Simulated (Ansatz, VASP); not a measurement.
**K: VASP beside Ansatz**

Contents of INCAR:

```
PREC = Accurate
ENCUT = 520
EDIFF = 1E-6
ISMEAR = 0
SIGMA = 0.15
LREAL = F
LASPH = T
NELM = 100
ALGO = Normal
ISIF = 2
LWAVE = F
LCHARG = F
GGA = PS
NBANDS = 16
```

KPOINTS

```
regular mesh
0
Gamma
  12 12 6
```

The input POSCAR:

```
K
1.0
    4.7147720602      0.0000000000      0.0000000000
   -2.3573860301      4.0831123772      0.0000000000
    0.0000000000      0.0000000000      7.8299713200
K
2
Direct
    0.3333333333      0.6666666667      0.2500000000
    0.6666666667      0.3333333333      0.7500000000
```

Input for Ansatz:

```yaml
crystal:
  lattice:
    - [4.7147720602, 0.0, 0.0]
    - [-2.3573860301, 4.0831123772, 0.0]
    - [0.0, 0.0, 7.82997132]
  atoms:
    - { symbol: K, position: [0.3333333333, 0.6666666667, 0.25] }
    - { symbol: K, position: [0.6666666667, 0.3333333333, 0.75] }
basis:
  ecutwfc: 420
kpoints:
  mp_grid: { grid: [12, 12, 6] }
hamiltonian:
  xc: pbesol
scf:
  occupations: { method: gaussian, width: 0.15 }
output:
  forces: true
  stress: true
  eigenvalues: true
```

Change from the starting cell: strain -0.0100 x Voigt [1, 1, 0, 0, 0, 0], atoms carried along.

Alike in both runs: task single point; functional PBEsol; k mesh 12 × 12 × 6; occupations gaussian, width 0.15 eV; no spin polarisation.

|  | VASP | Ansatz |
| --- | --- | --- |
| version | VASP 6.6.1 | Ansatz 0.2.0 |
| potentials or method | VASP PAW PBE potentials, release 64 (K_sv) | scalar-relativistic, plane waves, PAW |
| plane-wave cutoff (eV) | 520 | 420 |
| valence electrons in the cell | 18 | 18 |

|  | VASP | Ansatz | Ansatz less VASP |
| --- | --- | --- | --- |
| gap on the k mesh at the Fermi level (eV) | none | none | - |
| pressure (GPa) | -0.2 | -0.2 | +0.01 |
| largest component of the traceless stress (GPa) | 0.06 | 0.06 | -0.001 |

A gap of «none» marks a metal or a gap that the smearing closes. The functional is the same, so the differences come from potentials, cutoffs and numerics.

Caveats: the PAW data sets were made with another functional, which shifts forces and pressure a little (VASP).
